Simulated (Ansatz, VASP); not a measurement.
# ZnO: VASP beside Ansatz

```
Zn O
1.0
     3.18685    0.00000    0.00000
    -1.59342    2.75989    0.00000
     0.00000    0.00000    5.15283
Zn O
2 2
Cartesian
  0.0000 1.8399 2.5781
  1.5934 0.9200 0.0016
  1.5934 0.9200 1.9513
  0.0000 1.8399 4.5277
```

Alike in both runs: functional LDA; k mesh 12 × 12 × 6; no spin polarisation.

Ansatz relaxed the structure, and its values are those at the end. VASP's run is a single point on that final structure, the one shown.

|  | VASP | Ansatz |
| --- | --- | --- |
| version | VASP 6.6.1 | Ansatz 0.2.0 |
| potentials or method | VASP PAW LDA potentials, release 64 (Zn, O) | scalar-relativistic, plane waves, PAW |
| plane-wave cutoff (eV) | 520 | 420 |
| occupations | gaussian, width 0.01 eV | fixed |
| valence electrons in the cell | 36 | 36 |

|  | VASP | Ansatz | Ansatz less VASP |
| --- | --- | --- | --- |
| gap on the k mesh at the Fermi level (eV) | 0.81 | 0.80 | -0.009 |
| least direct gap on the mesh (eV) | 0.81 | 0.80 | -0.009 |
| pressure (GPa) | 1.3 | 0.0 | -1.31 |
